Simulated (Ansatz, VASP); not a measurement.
## CdSe: VASP beside Ansatz

```
Cd Se
1.0
     0.00000    2.69277    2.69277
     2.69277    0.00000    2.69277
     2.69277    2.69277    0.00000
Cd Se
1 1
Direct
  0.00000 0.00000 0.00000
  0.25000 0.25000 0.25000
```

Change from the starting cell: volume scaled by 0.72, PAW files, source ansatz.

Alike in both runs: task single point; functional LDA; k mesh 11 × 11 × 11; occupations fermi-dirac, width 0.05 eV; no spin polarisation.

```csv
,VASP,Ansatz
version,VASP 6.6.1,Ansatz 0.2.0
potentials or method,"VASP PAW LDA potentials, release 64 (Cd, Se)","PAW with other files of Ansatz's library (source ansatz), scalar-relativistic"
plane-wave cutoff (eV),520,580
valence electrons in the cell,18,36
```

|  | VASP | Ansatz | Ansatz less VASP |
| --- | --- | --- | --- |
| pressure (GPa) | 42.9 | 41.0 | -1.87 |

The two sets of potentials don't hold the same shells in valence.

Caveats: so large a pressure means that the cell lies far from this level's equilibrium, or that cutoff or potentials fall short (VASP).
